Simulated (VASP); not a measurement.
A convergence study with VASP on NaBr (space group no. 225 when undisturbed): one setting is varied, all else stays as given below, so the limit is that of these other settings. One atom is moved off its site, so that forces are finite.

```
NaBr
1.0
    0.00000     2.97008     2.97008
    2.97008     0.00000     2.97008
    2.97008     2.97008     0.00000
Na Br
1 1
Direct
  0.00842   0.00842   0.99158
  0.50000   0.50000   0.50000
```

Calculation: PBE GGA, VASP's PBE PAW potentials (set 64) (plane waves; VASP 6.6.1). The tightest run used: 720 eV cut-off, 7×7×7 Γ-centred mesh, Fermi-Dirac smearing of 0.020 eV, potentials Na_pv Br.

Gaps are read on the run's mesh, which can miss a band edge.

```csv
setting,E (eV/atom),pressure (GPa),largest force (eV/Å),gap on the mesh (eV),plane waves
ENCUT = 105,19.4826,-602.81,0.060,3.119,138
ENCUT = 120,6.9988,-336.45,0.033,3.716,169
ENCUT = 135,1.6334,-193.46,0.039,3.866,194
ENCUT = 150,-0.9200,-108.48,0.038,4.035,229
ENCUT = 165,-2.0839,-61.92,0.053,4.133,262
ENCUT = 180,-2.6367,-35.03,0.065,4.162,298
ENCUT = 210,-2.9881,-10.20,0.063,4.184,378
ENCUT = 240,-3.0452,-2.05,0.064,4.194,459
```

Task: These are the cheaper rows. Estimate the results at ENCUT = 720, and how far the last row shown lies from them.

Result: 
```tsv
quantity	tightest run	last row shown is off by
E (eV/atom)	-3.0551	0.0099
pressure (GPa)	1.08	-3.13
largest force (eV/Å)	0.064	0.000
gap on the mesh (eV)	4.204	-0.010
```

Left out are rungs that failed or repeat a setting and relaxations that didn't move; long series are thinned to 24 rows.

The structure is a typed NaBr crystal (space group no. 225). The cell was not relaxed at this level, it is distorted from the ideal structure.
